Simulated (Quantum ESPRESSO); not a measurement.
Crystal: Si.

```xyz
6
Lattice="-3.3361 3.3361 3.3361 3.3361 -3.3361 3.3361 3.3361 3.3361 -3.3361" Properties=species:S:1:pos:R:3 pbc="T T T"
Si    1.6680    0.0000    3.3361
Si    3.3361    0.0000    1.6680
Si    3.3361    1.6680    0.0000
Si    1.6680    3.3361    0.0000
Si    0.0000    1.6680    3.3361
Si    0.0000    3.3361    1.6680
```

This isn't the form of Si at room conditions, which is diamond.

| Quantity | Value |
| --- | --- |
| Program | Quantum ESPRESSO 7.5 |
| Task | Wannier functions |
| Functional | LDA |
| Potentials or basis | GBRV 1.5 LDA |
| Cutoff | 612 eV |
| Density cutoff | 4898 eV |
| k mesh | 5 × 5 × 5 |
| Occupations | fermi-dirac, width 0.05 eV |
| Spin | no spin polarisation |
| Iterations | 0 |
| Form of the LDA correlation | PZ81 |
| Mixing beta | 0.5 |
| Most SCF iterations | 120 |
| SCF threshold | 1.2e-09 Ry |
| k mesh for the Wannier functions | 4 × 4 × 4 |
| Projections | Si sp |

Start: atomic projections with disentanglement, frozen window up to 2.1 eV over the reference level; no minimisation of the spread. The reference level is the Fermi level, or the middle of the gap.

Question: With atomic projections with disentanglement, how many functions result, how localised are they, and how well do they interpolate the bands?

Answer: 24 functions with spreads from 2.05 to 5.46 Å², 82.2 Å² in all; they miss the direct bands by 15 meV (root mean square).

Wannier functions:
```
function  nearest atom  distance (Å)  spread (Å²)  on-site energy from the reference level (eV)
       1          1 Si          0.05         2.05                                         -4.12
       2          1 Si          0.42         3.03                                          0.83
       3          1 Si          0.53         5.46                                          0.74
       4          1 Si          0.07         2.92                                          1.17
       5          2 Si          0.13         2.83                                         -4.17
       6          2 Si          0.27         4.46                                          1.35
       7          2 Si          0.31         3.60                                          1.38
       8          2 Si          0.37         2.96                                          1.00
       9          3 Si          0.05         2.08                                         -4.13
      10          3 Si          0.05         2.96                                          1.17
      11          3 Si          0.41         3.02                                          0.84
      12          3 Si          0.55         5.46                                          0.77
      13          4 Si          0.12         2.85                                         -4.17
      14          4 Si          0.35         2.93                                          1.02
      15          4 Si          0.26         4.49                                          1.36
      16          4 Si          0.34         3.69                                          1.39
      17          5 Si          0.13         2.86                                         -4.17
      18          5 Si          0.32         3.64                                          1.39
      19          5 Si          0.36         2.95                                          1.00
      20          5 Si          0.29         4.50                                          1.35
      21          6 Si          0.05         2.07                                         -4.13
      22          6 Si          0.53         5.41                                          0.76
      23          6 Si          0.05         2.94                                          1.18
      24          6 Si          0.43         3.04                                          0.84
```

Parts of the spread (Å²): invariant 42.34, diagonal 1.037, off-diagonal 38.84, total 82.22. Against the direct bands the interpolation misses by 15 meV (root mean square) and 94 meV at most, for states up to 1 eV over the reference level.
